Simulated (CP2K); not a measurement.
# How the settings of CP2K move a run on BeTe

Simulated with CP2K 2026.2. This is a test of settings. The cell was built from a prototype and was relaxed with r2SCAN in plane waves (Ansatz 0.2.0). Not every such cell is a known phase. All runs are without spin polarisation.

It is cubic, F-43m (No. 216); conventional cell a = 5.657 Å, 22.63 Å³ an atom. Be has 4 Te at 2.45 Å; Te has 4 Be at 2.45 Å.

The base run uses PBE in the SZV-MOLOPT-SR basis.

```
&GLOBAL
 PROJECT run
 RUN_TYPE ENERGY_FORCE
 PRINT_LEVEL LOW
&END GLOBAL
&FORCE_EVAL
 METHOD QS
 STRESS_TENSOR ANALYTICAL
 &DFT
  BASIS_SET_FILE_NAME BASIS_MOLOPT
  POTENTIAL_FILE_NAME GTH_POTENTIALS
  &QS
   EXTRAPOLATION USE_GUESS
  &END QS
  &MGRID
   CUTOFF 350
   REL_CUTOFF 50
  &END MGRID
  &XC
   &XC_FUNCTIONAL PBE
   &END XC_FUNCTIONAL
  &END XC
  &KPOINTS
   SCHEME MONKHORST-PACK 5 5 5
   SYMMETRY F
   FULL_GRID F
  &END KPOINTS
  &SCF
   ADDED_MOS 8
   EPS_SCF 1e-6
   MAX_SCF 80
   &DIAGONALIZATION
   &END DIAGONALIZATION
   &MIXING
    METHOD BROYDEN_MIXING
    ALPHA 0.3
   &END MIXING
   &SMEAR
    METHOD FERMI_DIRAC
    ELECTRONIC_TEMPERATURE [K] 232
   &END SMEAR
   &PRINT
    &ITERATION_INFO
    &END ITERATION_INFO
   &END PRINT
  &END SCF
  &PRINT
   &BAND_STRUCTURE
    FILE_NAME bands.bs
    ADDED_MOS 6
    &KPOINT_SET
     UNITS B_VECTOR
     SPECIAL_POINT 0.00000000 0.00000000 0.00000000
     NPOINTS 0
    &END KPOINT_SET
    &KPOINT_SET
     UNITS B_VECTOR
     SPECIAL_POINT -0.50000000 -0.50000000 0.00000000
     NPOINTS 0
    &END KPOINT_SET
    &KPOINT_SET
     UNITS B_VECTOR
     SPECIAL_POINT -0.37500000 -0.37500000 0.25000000
     NPOINTS 0
    &END KPOINT_SET
    &KPOINT_SET
     UNITS B_VECTOR
     SPECIAL_POINT -0.37500000 0.00000000 0.37500000
     NPOINTS 0
    &END KPOINT_SET
    &KPOINT_SET
     UNITS B_VECTOR
     SPECIAL_POINT 0.00000000 0.00000000 0.50000000
     NPOINTS 0
    &END KPOINT_SET
    &KPOINT_SET
     UNITS B_VECTOR
     SPECIAL_POINT -0.50000000 -0.25000000 0.25000000
     NPOINTS 0
    &END KPOINT_SET
    &KPOINT_SET
     UNITS B_VECTOR
     SPECIAL_POINT 0.00000000 0.50000000 0.50000000
     NPOINTS 0
    &END KPOINT_SET
   &END BAND_STRUCTURE
  &END PRINT
 &END DFT
 &SUBSYS
  &CELL
   A 4.00027789 0.00000000 0.00000000
   B 2.00013895 3.46434228 0.00000000
   C 2.00013895 1.15478076 3.26621322
  &END CELL
  &COORD
   SCALED
   Be -0.00000000 0.00000000 0.00000000
   Te 0.25000000 0.25000000 0.25000000
  &END COORD
  &KIND Be
   BASIS_SET SZV-MOLOPT-SR-GTH
   POTENTIAL GTH-PBE
  &END KIND
  &KIND Te
   BASIS_SET SZV-MOLOPT-SR-GTH
   POTENTIAL GTH-PBE
  &END KIND
 &END SUBSYS
 &PRINT
  &STRESS_TENSOR
  &END STRESS_TENSOR
  &FORCES
  &END FORCES
 &END PRINT
&END FORCE_EVAL
```

Command: `cp2k.psmp -i run.inp`. It took 2.7 s on 2 threads of Arm Neoverse V1, on a shared host, peak memory 0.19 GiB.

It converged with a gap of 3.06 eV and a pressure of 18.76 GPa (positive in compression). Pressures on CP2K's grid carry noise of some tenths of a GPa.

Each further run moved one setting: KPOINTS (Monkhorst-Pack mesh); ALPHA (mixing weight); CUTOFF (density grid cutoff in Ry). Changes are from the base run, which isn't itself converged in every setting; energies of another Hamiltonian, functional, basis or charge aren't compared, and those at a high electronic temperature are mostly its entropy term. CP2K's gap is over the listed points.

```csv
setting,how it ended,gap change (eV),energy change (meV/atom),pressure change (GPa),time (s)
KPOINTS = 4x4x4,converged,0.00,-7.5,-0.01,2.3
KPOINTS = 2x2x2,converged,-0.03,10.8,0.03,2
ALPHA = 0.05,converged,0.00,0.0,0.00,2.9
ALPHA = 0.6,converged,0.00,0.0,0.00,2.4
KPOINTS = 7x7x7,converged,0.00,-7.0,-0.01,3.9
CUTOFF = 30 (poor on purpose),converged,0.61,-19026.4,214.21,1.8
```

ALPHA = 0.05 changes nothing that matters here. ALPHA = 0.6 changes nothing that matters here.

No spin-orbit coupling is included; it can move band edges with weight on the heavy atoms by tenths of an eV.
